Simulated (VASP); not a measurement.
HfB, 2 atoms in the cell. The structure is tetragonal, space group I4/mmm (No. 139). Conventional cell: a = 3.430 Å, b = 3.430 Å, c = 4.389 Å, α = 90.00°, β = 90.00°, γ = 90.00°. Hf (site symmetry 4/mmm) has 6 B at 2.19 to 2.43 Å as nearest neighbours. B (site symmetry 4/mmm) is surrounded by 6 Hf at 2.19 to 2.43 Å.  The cell isn't the ideal one: strain +0.050 along x and y, -0.050 along z, atoms carried along.

* Program: VASP 6.6.1
* Task: single point
* Functional: LDA
* Potentials or basis: VASP PAW LDA potentials, release 64 (Hf_pv, B)
* Cutoff: 520 eV
* k mesh: 18 × 18 × 18
* Occupations: gaussian, width 0.15 eV
* Spin: no spin polarisation
* Dipole correction: no
* Further INCAR settings: ALGO = Fast; EDIFF = 1e-06; NBANDS = 14

Potentials or basis: VASP PAW LDA potentials, release 64 (Hf_pv, B).

The run is started by

```console
$ cat potpaw_LDA.64/Hf_pv/POTCAR potpaw_LDA.64/B/POTCAR > POTCAR
$ mpirun -np 1 vasp_std > vasp.out
```

Hardware: 1 thread of Intel(R) Xeon(R) 6975P-C (Granite Rapids) (shared host).

**Question.** How long does it take, and how much memory?

**Answer.** It took 60 s on 1 thread of Intel(R) Xeon(R) 6975P-C (Granite Rapids), with other jobs on the host, peak memory 0.28 GiB. Counts: scf iterations 13, k points 480.
